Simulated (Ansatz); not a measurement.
Runs of Ansatz 0.2.0 on W. Symmetry: Fm-3m, No. 225, cubic system. Conventional cell: a = 4.060 Å, b = 4.060 Å, c = 4.060 Å, α = 90.00°, β = 90.00°, γ = 90.00°. Around W (site symmetry m-3m) lie 12 W at 2.87 Å. This isn't the form of W at room conditions, which is bcc.

| task | level | spin | cell | k mesh | points for each segment of the path | gap on the mesh (eV) | pressure (GPa) |
| --- | --- | --- | --- | --- | --- | --- | --- |
| relaxation of cell and atoms | PBEsol | off | relaxed | 11 × 11 × 11 | - | none | 0.0 |
| band structure | PBEsol | off | as given | 11 × 11 × 11 | 14 | none | -12.7 |
| band structure | PBEsol | SOC, no magnetisation | as given | 8 × 8 × 8 | 14 | none | -11.9 |
| band structure | RPBE | off | as given | 11 × 11 × 11 | 14 | none | -1.4 |
| band structure | LDA | off | as given | 11 × 11 × 11 | 14 | none | (a) |

Alike in all rows: potentials or basis Ansatz PAW; cutoff (eV) 420; smearing fermi-dirac 0.05 eV.

Question: Estimate the missing entries.

Answer: (a) -17.7.

Caveats: the PAW data sets come from PBE, with cores solved anew for the run's functional, which leaves a small shift of forces and pressure; spin-orbit coupling is left out, which moves the levels of the heavy elements (some runs); the plane-wave basis is chosen anew once the cell has moved, so the energies of steps on either side of that aren't comparable (some runs); so large a pressure means that the cell lies far from this level's equilibrium, or that cutoff or potentials fall short (some runs).

A k mesh can miss the band edges, and rows without SOC leave out spin-orbit coupling on W.

A gap of «none» marks a metal or a gap under the smearing width.

Runs at the PBE level aren't shown here.
